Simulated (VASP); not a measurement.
# BeTe in VASP: one cell, several levels of theory, part 1 of 2

Zincblende BeTe, under -4.0 % strain along x alone is computed at one geometry. Runs: PBE, r2SCAN. The results are then set beside those of Ansatz 0.2.0 for the same cell.

Code: VASP 6.6.1. PAW datasets, plane waves. Computed at 0 K without zero-point motion; spin polarisation is off.

### Step 1. The cell

The cell comes from an earlier relaxation with r2SCAN in another program, then strained, with the atoms relaxed again.

Space group I-4m2 (No. 119), tetragonal; conventional cell a = 4.000 Å, c = 5.431 Å, 21.73 Å³ an atom. Around Be lie 4 Te at 2.42 Å; around Te lie 4 Be at 2.42 Å.

As a file:

```xyz
2
Lattice="0.0000 2.8286 2.8286 2.7155 0.0000 2.8286 2.7155 2.8286 0.0000" Properties=species:S:1:pos:R:3 pbc="T T T"
Be    0.0000    0.0000    0.0000
Te    1.3577    1.4143    1.4143
```

### Step 2. Single point with PBE

INCAR reads:

```
ENCUT = 520.000000
SIGMA = 0.020000
EDIFF = 1.00e-07
GGA = PE
PREC = Accurate
IBRION = -1
ISIF = 2
ISMEAR = -1
NBANDS = 11
NELM = 120
NSW = 0
LASPH = .TRUE.
LCHARG = .TRUE.
LELF = .TRUE.
LWAVE = .FALSE.
LREAL = .FALSE.
```

KPOINTS reads:

```
KPOINTS created by Atomic Simulation Environment
0
Gamma
8 8 8
0 0 0
```

KPOINTS_OPT reads:

```
special points
7
Reciprocal
0.0000000000 0.0000000000 0.0000000000 1
-0.5000000000 -0.5000000000 0.0000000000 1
-0.3750000000 -0.3750000000 0.2500000000 1
-0.3750000000 0.0000000000 0.3750000000 1
0.0000000000 0.0000000000 0.5000000000 1
-0.5000000000 -0.2500000000 0.2500000000 1
0.0000000000 0.5000000000 0.5000000000 1
```

POSCAR reads:

```
Be Te
 1.0000000000000000
     0.0000000000000000    2.8286236223999999    2.8286236223999999
     2.7154786775000002    0.0000000000000000    2.8286236223999999
     2.7154786775000002    2.8286236223999999    0.0000000000000000
 Be  Te
   1   1
Cartesian
  0.0000000000000000  0.0000000000000000  0.0000000000000000
  1.3577393387499999  1.4143118111999997  1.4143118111999997
```

The run uses the recommended PBE PAW datasets (8 valence electrons a neutral cell).

The run is started by

```bash
> mpirun -np 1 vasp_std
```

Printed to the terminal (iteration lines stand in OSZICAR):

```text
POSCAR found type information on POSCAR BeTe
 POSCAR found :  2 types and       2 ions
 LDA part: xc-table for (Slater+PW92), standard interpolation
 POSCAR, INCAR and KPOINTS ok, starting setup
 FFT: planning ... GRIDC
 FFT: planning ... GRID_SOFT
 FFT: planning ... GRID
 WAVECAR not read
 entering main loop
 Start KPOINTS_OPT (optional k-point list driver)
k-point batch [1-7\7]
```

OSZICAR:

```text
N       E                     dE             d eps       ncg     rms          rms(c)
DAV:   1     0.186691794533E+02    0.18669E+02   -0.32975E+03  1298   0.583E+02
DAV:   2    -0.666721678728E+01   -0.25336E+02   -0.24362E+02  1680   0.938E+01
DAV:   3    -0.774075590617E+01   -0.10735E+01   -0.10715E+01  1718   0.200E+01
DAV:   4    -0.775171105866E+01   -0.10955E-01   -0.10954E-01  1576   0.229E+00
DAV:   5    -0.775192354001E+01   -0.21248E-03   -0.21248E-03  1655   0.310E-01    0.431E+00
DAV:   6    -0.763177764700E+01    0.12015E+00   -0.14539E-01  1513   0.156E+00    0.257E+00
DAV:   7    -0.759669526388E+01    0.35082E-01   -0.11362E-01  1573   0.148E+00    0.527E-01
DAV:   8    -0.759726832225E+01   -0.57306E-03   -0.67234E-03  1478   0.476E-01    0.858E-02
DAV:   9    -0.759751463192E+01   -0.24631E-03   -0.34859E-04  1604   0.110E-01    0.340E-02
DAV:  10    -0.759757800372E+01   -0.63372E-04   -0.81532E-05  1441   0.470E-02    0.168E-02
DAV:  11    -0.759757938007E+01   -0.13764E-05   -0.24119E-06  1679   0.897E-03    0.125E-02
DAV:  12    -0.759758162411E+01   -0.22440E-05   -0.50148E-06  1436   0.132E-02    0.962E-03
DAV:  13    -0.759758172693E+01   -0.10282E-06   -0.46020E-08  1637   0.155E-03    0.323E-03
DAV:  14    -0.759758187478E+01   -0.14784E-06   -0.78958E-09   903   0.519E-04    0.590E-04
DAV:  15    -0.759758192063E+01   -0.45854E-07   -0.24338E-09   706   0.252E-04
   1 F= -.75975819E+01 E0= -.75975819E+01  d E =-.343848E-10
       N       E                     dE             ncg
DAV:   1     0.108904848019E+04   -0.13328E+04      154
DAV:   2     0.900845507503E+03   -0.18820E+03      205
DAV:   3     0.894079892771E+03   -0.67656E+01      212
DAV:   4     0.894010891712E+03   -0.69001E-01      200
DAV:   5     0.894009350496E+03   -0.15412E-02      220
DAV:   6     0.894009317137E+03   -0.33359E-04      200
DAV:   7     0.894009315893E+03   -0.12444E-05      228
DAV:   8     0.894009315856E+03   -0.36532E-07      183
```

The lines after F= are the extra pass for the points of KPOINTS_OPT, at fixed density; their E is not a total energy.

Parts of OUTCAR:

```text
k-points           NKPTS =     59   k-points in BZ     NKDIM =     59   number of bands    NBANDS=     11

   NELECT =       8.0000    total number of electrons

   dimension x,y,z NGX =    30 NGY =   30 NGZ =   30
   dimension x,y,z NGXF=    60 NGYF=   60 NGZF=   60

  energy-cutoff  :      520.00
  volume of cell :       43.45
      direct lattice vectors                 reciprocal lattice vectors
     0.000000000  2.828623622  2.828623622    -0.184129599  0.176764415  0.176764415
     2.715478678  0.000000000  2.828623622     0.184129599 -0.176764415  0.176764415
     2.715478678  2.828623622  0.000000000     0.184129599  0.176764415 -0.176764415

 k-points in reciprocal lattice and weights: KPOINTS created by Atomic Simulation Env
   0.00000000  0.00000000  0.00000000       0.002
   0.12500000 -0.00000000 -0.00000000       0.016
   0.25000000 -0.00000000 -0.00000000       0.016
   0.37500000 -0.00000000 -0.00000000       0.016
   0.50000000 -0.00000000 -0.00000000       0.008
   0.12500000  0.12500000  0.00000000       0.008
   0.25000000  0.12500000 -0.00000000       0.031
   0.37500000  0.12500000 -0.00000000       0.031
[... 51 more k-points ...]

 E-fermi :   5.8983

 k-point     1 :       0.0000    0.0000    0.0000
  band No.  band energies     occupation
      1      -7.0719      2.00000
      2       5.3372      2.00000
      3       5.3372      2.00000
      4       5.5472      2.00000
      5       8.9476      0.00000
      6       9.0327      0.00000
      7       9.0327      0.00000
      8       9.4220      0.00000
      9      13.7712      0.00000
     10      15.3076      0.00000
     11      16.0512      0.00000

 k-point     2 :       0.1250   -0.0000   -0.0000
  band No.  band energies     occupation
      1      -6.9181      2.00000
      2       4.0553      2.00000
      3       5.0697      2.00000
      4       5.2548      2.00000
      5       8.9677      0.00000
      6       9.3558      0.00000
      7       9.3818      0.00000
      8      10.6775      0.00000
      9      14.1862      0.00000
     10      14.4754      0.00000
     11      14.9585      0.00000

 k-point     3 :       0.2500   -0.0000   -0.0000
  band No.  band energies     occupation
      1      -6.4920      2.00000
      2       1.9958      2.00000
      3       4.5746      2.00000
      4       4.8334      2.00000
      5       8.7510      0.00000
      6       9.8584      0.00000
      7       9.9550      0.00000
      8      12.5889      0.00000
      9      14.3170      0.00000
     10      14.3793      0.00000
     11      14.7934      0.00000

 k-point     4 :       0.3750   -0.0000   -0.0000
  band No.  band energies     occupation
      1      -5.9446      2.00000
      2       0.3566      2.00000
      3       4.1949      2.00000
      4       4.5150      2.00000
      5       8.5673      0.00000
      6       9.9088      0.00000
      7      10.1825      0.00000
      8      13.2953      0.00000
      9      15.1388      0.00000
     10      15.6382      0.00000
     11      15.6875      0.00000

 k-point     5 :       0.5000   -0.0000   -0.0000
  band No.  band energies     occupation
      1      -5.6555      2.00000
      2      -0.3080      2.00000
      3       4.0584      2.00000
      4       4.4015      2.00000
      5       8.4998      0.00000
      6       9.8526      0.00000
      7      10.1838      0.00000
      8      13.2343      0.00000
      9      16.3236      0.00000
     10      17.0038      0.00000
     11      17.1998      0.00000

 k-point     6 :       0.1250    0.1250    0.0000
  band No.  band energies     occupation
      1      -6.8724      2.00000
      2       4.2358      2.00000
      3       4.6922      2.00000
      4       4.8402      2.00000
      5       8.6589      0.00000
      6       9.8231      0.00000
      7      10.1333      0.00000
      8      10.4024      0.00000
      9      13.3508      0.00000
     10      14.5677      0.00000
     11      16.0423      0.00000

 k-point     7 :       0.2500    0.1250   -0.0000
  band No.  band energies     occupation
      1      -6.5403      2.00000
      2       2.6158      2.00000
      3       4.2398      2.00000
      4       4.4014      2.00000
      5       8.8116      0.00000
      6       9.9741      0.00000
      7      10.7693      0.00000
      8      11.2519      0.00000
      9      13.8118      0.00000
     10      15.2154      0.00000
     11      15.7529      0.00000

 k-point     8 :       0.3750    0.1250   -0.0000
  band No.  band energies     occupation
      1      -6.0221      2.00000
      2       0.9192      2.00000
      3       3.7697      2.00000
      4       4.0358      2.00000
      5       9.0014      0.00000
      6       9.9824      0.00000
      7      11.0100      0.00000
      8      12.0104      0.00000
      9      15.1852      0.00000
     10      15.6018      0.00000
     11      16.4105      0.00000

 k-point     9 :       0.5000    0.1250   -0.0000
  band No.  band energies     occupation
      1      -5.6042      2.00000
      2      -0.0806      2.00000
      3       3.3534      2.00000
      4       4.0193      2.00000
      5       9.0362      0.00000
      6       9.9490      0.00000
      7      10.7870      0.00000
      8      13.3551      0.00000
      9      15.2127      0.00000
     10      16.7131      0.00000
     11      17.2089      0.00000

 k-point    10 :      -0.3750    0.1250    0.0000
  band No.  band energies     occupation
      1      -5.6929      2.00000
      2       0.1212      2.00000
      3       3.1978      2.00000
      4       4.2879      2.00000
      5       9.1566      0.00000
      6      10.0941      0.00000
      7      10.4995      0.00000
      8      13.4205      0.00000
      9      15.0047      0.00000
     10      15.4515      0.00000
     11      17.1938      0.00000

 k-point    11 :      -0.2500    0.1250    0.0000
  band No.  band energies     occupation
      1      -6.1862      2.00000
      2       1.3961      2.00000
      3       3.3801      2.00000
      4       4.7492      2.00000
      5       9.3257      0.00000
      6      10.0656      0.00000
      7      10.3375      0.00000
      8      12.2856      0.00000
      9      13.8306      0.00000
     10      15.2558      0.00000
     11      16.6303      0.00000

[... the tables of k-points 12 to 59 left out ...]

  Total        1.2035912      0.5723239      0.5723239      0.0000000      0.0000000     -0.0000000
  in kB       44.3775029     21.1021031     21.1021031      0.0000000      0.0000000     -0.0000000
  external PRESSURE =      28.8605697 kB  Pullay stress =       0.0000000 kB

 POSITION                                       TOTAL-FORCE (eV/Angst)
 -----------------------------------------------------------------------------------
      0.00000      0.00000      0.00000         0.000000     -0.000000     -0.000000
      1.35774      1.41431      1.41431        -0.000000      0.000000      0.000000
 -----------------------------------------------------------------------------------
    total drift:                                0.000000      0.000000      0.000000

  FREE ENERGIE OF THE ION-ELECTRON SYSTEM (eV)
  ---------------------------------------------------
  free  energy   TOTEN  =        -7.5975819206 eV

  energy  without entropy=       -7.5975819206  energy(sigma->0) =       -7.59758192
```

Hardware: 1 MPI rank of Intel Xeon Platinum 8488C, shared host.

The levels at the points of KPOINTS_OPT are read from vasprun.xml.

Levels at the named points, in eV from the top of band v (v: the last filled band by count, c: the next):

```
point    v−1      v     c   c+1
    Γ  -0.21   0.00  3.40  3.49
    X  -2.82  -2.75  1.87  2.61
    U  -4.16  -2.36  2.64  5.32
    K  -4.16  -2.36  2.64  5.32
    L  -1.49  -1.15  2.95  4.31
    W  -3.96  -3.50  5.48  5.68
```

The PBE gap is 1.58 eV and indirect (Γ to (0.00, 0.50, 0.50)), with 3.40 eV as the least direct one. The pressure is 2.89 GPa; the forces vanish within 0.01 eV/Å.

The maps below are laid out on this run's own conventional cell (a, b, c = 4.000, 4.000, 5.431 Å).

Density in a lattice plane of the grid's cell (edges 4.00 and 5.43 Å, at 0.000 of the third edge), which holds Be and Te.

Ten even steps from '0' (-0.48 e/Å³) to '9' (0.60 e/Å³):
```
556655555555555665
666555554445555566
665555444444455556
555554444444445555
555544444444444555
555444444444444455
444444444444444444
444444444444444444
444444555555544444
444455566666555444
444556677877665544
445567889998876554
455568987778986555
555678874247887655
556789851015898765
566789974247998766
666789997779998766
667788999999988776
556777788888777765
456666666666666665
```
Columns run along the first of these edges and rows up along the second, over one cell in 18 and 20 even steps from the bottom left corner. Atoms in the plane (fractional): Be at (0.00, 0.00), Te at (0.50, 0.25).

ELF in the same plane.

Ten even steps from ' ' (0.00) to '@' (0.92):
```
    ..::--==================--::..  
....::::::::::..........::::::::::..
------::....              ....::----
------::..                  ..::----
::::::....                  ....::::
......                          ....
                                    
              ..........            
          ..::--======--::..        
        ..--++**######**++--..      
      ::==**##%%%%%%%%%%##**==::    
    ..==**##%%%%%%%%%%%%%%##**==..  
  ..--++##%%%%%%%%##%%%%%%%%##++--..
..::++##%%%%%%##**++**##%%%%%%##++::
::==**%%@@@@%%##++==++##%%@@@@%%**==
--++##@@@@@@@@%%**++**%%@@@@@@@@##++
--++%%@@@@@@@@@@%%##%%@@@@@@@@@@%%++
..--##@@@@@@@@@@@@%%@@@@@@@@@@@@##--
    ==##@@@@@@@@%%%%%%@@@@@@@@##==..
    ..==**##%%##########%%##**==..  
```
Columns run along the first of these edges and rows up along the second, over one cell in 18 and 20 even steps from the bottom left corner. Atoms in the plane (fractional): Be at (0.00, 0.00), Te at (0.50, 0.25).

Both are smooth fields of the valence electrons: close to the nuclei they are not physical.

Maxima of ELF outside the ion cores: 0.93 on the Be–Te line, 1.2 Å from Be.

(Continued in part 2 of 2.)
